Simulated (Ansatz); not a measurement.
# Hf2N: how the energy converges with the cutoff

Hf2N, P4_2/mnm, a = 5.313 Å, c = 3.242 Å. The structure is a Materials Project entry; whether it is the stable form wasn't checked. Ansatz: PBEsol, PAW, cutoff varied, Γ-centred 8×8×12 mesh on 6 atoms, Gaussian smearing 0.10 eV; no spin polarisation. Single points at one geometry, the cutoff alone changed; ΔE is the energy at zero smearing over the run at 850 eV (runs within 0.3 meV/atom of it are left out). The runs up to 380 eV lie under the cutoff recommended for these PAW datasets.

| cutoff (eV) | ΔE (meV/atom) |
| --- | --- |
| 150 | 25150.70 |
| 200 | 4827.09 |
| 250 | ? |
| 300 | 153.24 |
| 350 | 28.36 |
| 380 | 11.11 |
| 420 | 3.02 |
| 460 | 1.05 |
| 520 | 0.53 |
| 600 | 0.31 |

Q: Assume ΔE falls exponentially with the cutoff, fit y = ln ΔE against x, the cutoff in eV, to the other rows, and predict the missing value.

A: y = 10.133, 8.482, 5.032, 3.345, 2.408, 1.105, 0.049, -0.635, -1.171. Means x = 375.6, y = 3.1942; Σ(Δx)² = 168422, ΣΔxΔy = -4531; the slope is their ratio. y = 13.30 − 0.02690 x, a factor of ten per 86 eV. At 250 eV this gives ΔE = 716.95 meV/atom. The run gave 972.79, a ratio of 0.74. Between neighbouring rows the decay runs from a factor of ten per 62 eV to one per 343 eV, so one exponential is only a rough guide. The fast fall gives way to a slow tail, so a fit to low cutoffs promises convergence too early.